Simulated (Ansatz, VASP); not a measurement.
# InSb in VASP and in Ansatz

INCAR

```
ALGO = Normal
EDIFF = 1E-7
ENCUT = 520
GGA = PE
ISIF = 2
ISMEAR = -1
LASPH = T
LCHARG = T
LELF = T
LREAL = F
LVHAR = T
LWAVE = F
NBANDS = 16
NELM = 80
PREC = Accurate
SIGMA = 0.05
```

Contents of KPOINTS:

```
k-points
0
Gamma
  9 9 9
```

File POSCAR:

```
InSb
1.0
    0.0000000000      3.2714910000      3.2391000000
    3.2714910000      0.0000000000      3.2391000000
    3.2714910000      3.2714910000      0.0000000000
In Sb
1 1
Direct
    0.0000000000      0.0000000000      0.0000000000
    0.7500000000      0.7500000000      0.7500000000
```

Input for Ansatz:

```yaml
crystal:
  lattice:
    - [0.0, 3.271491, 3.2391]
    - [3.271491, 0.0, 3.2391]
    - [3.271491, 3.271491, 0.0]
  atoms:
    - { symbol: In, position: [0.0, 0.0, 0.0] }
    - { symbol: Sb, position: [0.75, 0.75, 0.75] }
kpoints:
  mp_grid: { grid: [9, 9, 9] }
scf:
  occupations: { method: fermi_dirac, width: 0.05 }
hamiltonian:
  xc: pbe
  pseudopotentials: { kind: all_electron, lapw: { basis_error: 0.00025 } }
output:
  forces: true
  stress: true
  eigenvalues: true
```

Change from the starting cell: x and y stretched by +1 %, z held.

Alike in both runs: task single point; functional PBE; k mesh 9 × 9 × 9; occupations fermi-dirac, width 0.05 eV; no spin polarisation.

```csv
,VASP,Ansatz
version,VASP 6.6.1,Ansatz 0.2.0
potentials or method,"VASP PAW PBE potentials, release 64 (In_d, Sb)","all-electron LAPW, scalar-relativistic"
plane-wave cutoff (eV),520,see its input
```

Ansatz gave:

- pressure (GPa): 2.2
- largest component of the traceless stress (GPa): 0.17

**Question.** What did VASP give for the same quantities?

**Answer.** Pressure (GPa): 2.1; largest component of the traceless stress (GPa): 0.17.

Ansatz ran all-electron here, so the differences hold the error of VASP's frozen core and of both bases.

The runs have no spin-orbit coupling, so splittings on Sb are missing.
